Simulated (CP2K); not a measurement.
# ZrS2 under changes of volume

One of the cells (23.763 Å³/atom); the others are scaled copies at fixed shape and fractional positions:

```
Zr S
1.0
     3.69138    0.00000    0.00000
    -1.84569    3.19683    0.00000
     0.00000    0.00000    6.04108
Zr S
1 2
Direct
  0.00000 0.00000 0.00000
  0.33333 0.66667 0.23791
  0.66667 0.33333 0.76209
```

The cell is a database's computed one.

| Item | Value |
| --- | --- |
| Program | CP2K 2026.2 |
| Functional | PBE |
| Potentials or basis | POTENTIAL_UZH Zr GTH-PBE-q12, S GTH-PBE-q6; TZVP-MOLOPT-PBE-GTH basis |
| Density cutoff | 6123 eV |
| k mesh | 8 × 8 × 5 |
| Occupations | fermi-dirac, width 0.05 eV |
| Spin | no spin polarisation |

| volume (Å³/atom) | energy over the lowest point (meV/atom) | pressure (GPa) | gap on the mesh (eV) | largest force (eV/Å) |
| --- | --- | --- | --- | --- |
| 22.337 | ? | ? | ? | ? |
| 22.813 | 15.91 | 4.8 | 1.03 | 0.646 |
| 23.288 | 4.93 | 2.6 | 1.04 | 0.386 |
| 23.763 | 0.00 | 0.7 | 1.05 | 0.144 |
| 24.238 | 0.54 | -1.0 | 1.06 | 0.081 |
| 24.714 | 6.01 | -2.6 | 1.07 | 0.291 |
| 25.189 | 15.95 | -4.1 | 1.07 | 0.486 |

What does the run at 22.337 Å³/atom give?

Energy over the lowest point 33.58 meV/atom; pressure 7.2 GPa; gap on the mesh 1.02 eV; largest force 0.927 eV/Å.

Worked out: A Birch-Murnaghan fit of order 3 (a polynomial in V^(-2/3)) to the other rows has its minimum at 23.95 Å³/atom with B0 = V·E''(V) = 89 GPa and B' = 4.1 at fixed shape and positions, which overstates the stiffness. It gives 33.64 meV/atom at 22.337 Å³/atom, against the run's 33.58, and -dE/dV = 7.2 GPa, against 7.2. A straight line through the other rows of the gap, of slope 0.433 eV per unit of ln V, extrapolates to 1.02 eV, against the run's 1.02.

Energies are extrapolated to zero smearing.

Caveats: an odd mesh through Γ misses points on the zone boundary, where band edges often lie; this functional lacks dispersion, which binds the layers, so the pressure and a relaxed spacing across them are unreliable; the basis of atomic orbitals isn't converged, which shifts pressures, moduli and gaps. Spin-orbit coupling on Zr is left out.
